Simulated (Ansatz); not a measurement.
# FePt and the effect of spin-orbit coupling

It takes space group P4/mmm (No. 123, tetragonal). The conventional cell has a = 2.724 Å, b = 2.724 Å, c = 3.720 Å, α = 90.00°, β = 90.00°, γ = 90.00°. Around Pt (site symmetry 4/mmm) lie 8 Fe at 2.68 Å and 4 Pt at 2.72 Å. Around Fe (site symmetry 4/mmm) lie 8 Pt at 2.68 Å and 4 Fe at 2.72 Å.

Kept alike: task band structure; functional PBEsol; k mesh 10 × 10 × 7; occupations fermi-dirac, width 0.05 eV. Program: Ansatz, Ansatz PAW, cutoff 420 eV. The mesh is that of the run's cell of 2 atoms.

```csv
spin-orbit coupling,pressure (GPa)
off,-5.99
on,-6.62
```

Pressure is positive in compression, with a Pulay correction for the finite cutoff. For a metal such a mesh leaves the last digits unconverged. The runs hold the magnetic state that their start led to, which needn't be the lowest. All rows use potentials made for PBE.

Task: What does spin-orbit coupling change here?

Result: The pressure runs from -6.62 (on) to -5.99 GPa (off).
